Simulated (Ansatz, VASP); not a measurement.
**One calculation of Zn, two programs**

POSCAR

```
Zn
1.0
    0.0000000000      1.9655130775      1.9655130775
    1.9655130775      0.0000000000      1.9655130775
    1.9655130775      1.9655130775      0.0000000000
Zn
1
Direct
    0.0000000000      0.0000000000      0.0000000000
```

File INCAR.step1:

```
PREC = Accurate ; ENCUT = 520
ISMEAR = 0 ; SIGMA = 0.05
LREAL = F ; LASPH = T
NELM = 60 ; NBANDS = 12
GGA = PE ; ALGO = Normal
EDIFF = 1E-4 ; LWAVE = T
LCHARG = F
```

Contents of INCAR.step2:

```
PREC = Accurate ; ENCUT = 520
EDIFF = 1E-6 ; ISMEAR = 0
SIGMA = 0.05 ; LREAL = F
LASPH = T ; NELM = 60
ALGO = Normal ; ISIF = 2
LWAVE = F ; LCHARG = F
METAGGA = R2SCAN ; LMIXTAU = T
NBANDS = 12 ; ISTART = 1
```

Contents of KPOINTS:

```
Automatic mesh
0
Gamma
  18 18 18
```

Input for Ansatz:

```yaml
crystal:
  lattice:
    - [0.0, 1.9655130775, 1.9655130775]
    - [1.9655130775, 0.0, 1.9655130775]
    - [1.9655130775, 1.9655130775, 0.0]
  atoms:
    - { symbol: Zn, position: [0.0, 0.0, 0.0] }
basis:
  ecutwfc: 600
  ecutrho_ratio: 5
kpoints:
  mp_grid: { grid: [18, 18, 18] }
hamiltonian:
  xc: r2scan
scf:
  occupations: { method: gaussian, width: 0.05 }
output:
  forces: true
  stress: true
  eigenvalues: true
```

The cell was built by a generator and needn't be a form met in nature.

Alike in both runs: task single point; functional r2SCAN; k mesh 18 × 18 × 18; occupations gaussian, width 0.05 eV; no spin polarisation.

|  | VASP | Ansatz |
| --- | --- | --- |
| version | VASP 6.6.1 | Ansatz 0.2.0 |
| potentials or method | VASP PAW PBE potentials, release 64 (Zn) | scalar-relativistic, plane waves, PAW |
| plane-wave cutoff (eV) | 520 | 600 |
| valence electrons in the cell | 12 | 12 |

```tsv
	VASP	Ansatz	Ansatz less VASP
pressure (GPa)	-4.2	-4.4	-0.25
```

Caveats: the PAW data sets were made with another functional, which shifts forces and pressure a little (VASP).
